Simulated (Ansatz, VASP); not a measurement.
## KCl: VASP beside Ansatz

Contents of POSCAR:

```
KCl
1.0
    3.7708085932      0.0000000000      0.0000000000
    0.0000000000      3.7708085932      0.0000000000
    0.0000000000      0.0000000000      3.7708085932
K Cl
1 1
Direct
    0.0000000000      0.0000000000      0.0000000000
    0.5000000000      0.5000000000      0.5000000000
```

INCAR.step1

```
SYSTEM = KCl
PREC = Accurate
ENCUT = 520
ISMEAR = 0
SIGMA = 0.001
LREAL = .FALSE.
LASPH = .TRUE.
NELM = 100
NBANDS = 15
GGA = PE
ALGO = Normal
EDIFF = 1E-4
LWAVE = .TRUE.
LCHARG = .FALSE.
```

File INCAR.step2:

```
SYSTEM = KCl
PREC = Accurate
ENCUT = 520
EDIFF = 1E-7
ISMEAR = 0
SIGMA = 0.001
LREAL = .FALSE.
LASPH = .TRUE.
NELM = 100
ALGO = Normal
ISIF = 2
LWAVE = .FALSE.
LCHARG = .FALSE.
METAGGA = R2SCAN
LMIXTAU = .TRUE.
NBANDS = 15
ISTART = 1
```

File KPOINTS:

```
Automatic mesh
0
G
  6 6 6
  0 0 0
```

Input for Ansatz:

```yaml
crystal:
  lattice:
    - [3.7708085932, 0.0, 0.0]
    - [0.0, 3.7708085932, 0.0]
    - [0.0, 0.0, 3.7708085932]
  atoms:
    - { symbol: K, position: [0.0, 0.0, 0.0] }
    - { symbol: Cl, position: [0.5, 0.5, 0.5] }
kpoints:
  mp_grid: { grid: [6, 6, 6] }
hamiltonian:
  xc: r2scan
scf:
  occupations: { method: gaussian, width: 0.001 }
  n_extra_bands: 4
output:
  forces: true
  stress: true
  eigenvalues: true
```

Alike in both runs: task single point; functional r2SCAN; k mesh 6 × 6 × 6; occupations gaussian, width 0.001 eV; no spin polarisation.

|  | VASP | Ansatz |
| --- | --- | --- |
| version | VASP 6.6.1 | Ansatz 0.2.0 |
| potentials or method | VASP PAW PBE potentials, release 64 (K_sv, Cl) | plane waves |
| plane-wave cutoff (eV) | 520 | 500 |
| valence electrons in the cell | 16 | 16 |

VASP gave:

- gap on the k mesh at the Fermi level (eV): 5.81
- pressure (GPa): 0.0

**Question.** Estimate Ansatz's values.

**Answer.** gap on the k mesh at the Fermi level (eV): 5.80; pressure (GPa): 0.0.

Caveats: the PAW data sets were made with another functional, which shifts forces and pressure a little (VASP). r2SCAN opens gaps a little over a GGA but as a rule still falls short of measured ones. A k mesh can miss the band edges.
